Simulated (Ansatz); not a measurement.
The system is SnO.

```xyz
4
Lattice="3.8137 0.0000 0.0000 0.0000 3.8137 0.0000 0.0000 0.0000 4.8869" Properties=species:S:1:pos:R:3 pbc="T T T"
Sn    1.9068    0.0000    3.7367
Sn    0.0000    1.9068    1.1503
O     0.0000    0.0000    0.0000
O     1.9068    1.9068    0.0000
```

The cell is a database's computed one.

```yaml
Program: Ansatz 0.2.0
Task: relaxation of cell and atoms
Functional: RPBE
Dispersion: D4
Potentials_or_basis: Ansatz PAW
Cutoff: "420 eV (not typed: the program's choice for these potentials)"
k_mesh: 7 × 7 × 6
Occupations: fermi-dirac, width 0.05 eV
Spin: no spin polarisation
```

At the start: volume 17.77 Å³/atom.

Task: How do energy, volume and symmetry change on relaxing?

Result: It ends after 8 steps and the volume is 17.25 Å³/atom (-2.9 %); space group P4/nmm (No. 129, to 0.05 Å).

Step by step:
| step | energy change (eV) | largest force (eV/Å) | volume (Å³) |
| --- | --- | --- | --- |
| 1 | 0.0000 | 0.5868 | 71.08 |
| 2 | -0.0124 | 0.6172 | 67.10 |
| 3 | -0.0357 | 0.0448 | 69.10 |
| 4 | -0.0374 | 0.0055 | 69.22 |
| 5 | -0.0380 | 0.0068 | 69.24 |
| 6 | -0.0352 | 0.0081 | 69.24 |
| 7 | -0.0361 | 0.0023 | 68.99 |
| 8 | -0.0354 | 0.0022 | 68.99 |

Final structure:
```xyz
4
Lattice="3.8426 0.0000 0.0000 0.0000 3.8426 0.0000 0.0000 0.0000 4.6724" Properties=species:S:1:pos:R:3 pbc="T T T"
Sn    1.9213    0.0000    3.5093
Sn    0.0000    1.9213    1.1630
O     0.0000    0.0000    0.0000
O     1.9213    1.9213    0.0000
```

Caveat: the plane-wave basis is chosen anew once the cell has moved, so the energies of steps on either side of that aren't comparable; the pressure holds a Pulay correction of +0.4 GPa for the finite cutoff; the PAW data sets come from PBE, with cores solved anew for the run's functional, which leaves a small shift of forces and pressure.
